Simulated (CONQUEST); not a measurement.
A run of CONQUEST 1.3 is set up as follows.

Conquest_input

```
IO.Title SnSe
IO.Coordinates coords.dat
IO.FractionalAtomicCoords T
IO.Iprint 2
IO.Iprint_init 1
General.NumberOfSpecies 2
General.PseudopotentialType hamann
AtomMove.TypeOfRun static
AtomMove.FullStress T
Grid.GridCutoff 120
DM.SolutionMethod diagon
Diag.MPMesh T
Diag.GammaCentred T
Diag.MPMeshX 5
Diag.MPMeshY 5
Diag.MPMeshZ 4
Diag.kT 0.00367493
minE.SCTolerance 1e-6
Basis.MultisiteSF T
Multisite.LFD T
Multisite.Smear T
SC.MaxIters 100
IO.AtomChargeOutput T
%block ChemicalSpeciesLabel
1 118.710 Sn
2 78.960 Se
%endblock
%block Sn
Atom.NumberOfSupports 9
Atom.MultisiteRange 6.5
Atom.LFDRange 6.5
%endblock
%block Se
Atom.NumberOfSupports 9
Atom.MultisiteRange 6.5
Atom.LFDRange 6.5
%endblock
```

Contents of coords.dat:

```
    8.0441537075     0.0000000000     0.0000000000
    0.0000000000     8.0441537075     0.0000000000
    0.0000000000     0.0000000000    11.3761512702
4
  0.0000000000   0.0000000000   0.0000000000 1 T T T
  0.5000000000   0.5000000000   0.5000000000 1 T T T
  0.0000000000   0.0000000000   0.5000000000 2 T T T
  0.5000000000   0.5000000000   0.0000000000 2 T T T
```

Potentials or basis: PseudoDojo NC LDA, DZP, multi-site functions of range 6.5 bohr, grid cutoff 120 Ha.

Run with:

```sh
$ Conquest
```

Question: What does it give for the Mulliken charges?

Answer: Sn +0.73; Se -0.73 e.

Question: Predict the pressure.

Answer: -0.5 GPa.

Caveat: multi-site functions contract the basis, which raises the energy a little and makes forces and stress less exact; the basis of atomic orbitals isn't converged, which shifts pressures, moduli and gaps; the real-space grid breaks the cell's symmetry a little.
